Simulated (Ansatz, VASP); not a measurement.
# One calculation of MgS, two programs

```
Mg S
1.0
     0.00000    2.60165    2.60165
     2.60165    0.00000    2.60165
     2.60165    2.60165    0.00000
Mg S
1 1
Direct
  0.04324 0.87027 0.95676
  0.50000 0.50000 0.50000
```

Alike in both runs: task single point; functional PBE; k mesh 8 × 8 × 8; occupations gaussian, width 0.05 eV; no spin polarisation.

```csv
,VASP,Ansatz
version,VASP 6.6.1,Ansatz 0.2.0
potentials or method,"VASP PAW PBE potentials, release 64 (Mg, S)","scalar-relativistic, plane waves, PAW"
plane-wave cutoff (eV),520,420
valence electrons in the cell,8,16
```

Ansatz gave:

```
gap on the k mesh at the Fermi level (eV)       : 2.86
least direct gap on the mesh (eV)               : 3.67
pressure (GPa)                                  : 10.2
largest component of the traceless stress (GPa) : 16.06
rms of the force components (eV/Å)              : 1.566
```

Task: Estimate VASP's values.

Result: gap on the k mesh at the Fermi level (eV): 2.84; least direct gap on the mesh (eV): 3.66; pressure (GPa): 10.1; largest component of the traceless stress (GPa): 16.17; rms of the force components (eV/Å): 1.575.

Atom by atom the forces differ by 0.009 eV/Å (rms over components). The functional is the same, so the differences come from potentials, cutoffs and numerics. The two sets of potentials don't hold the same shells in valence.

Caveats: forces of over 1 eV/Å show positions far from the minimum, so gaps and moduli don't describe the material at rest. A k mesh can miss the band edges.
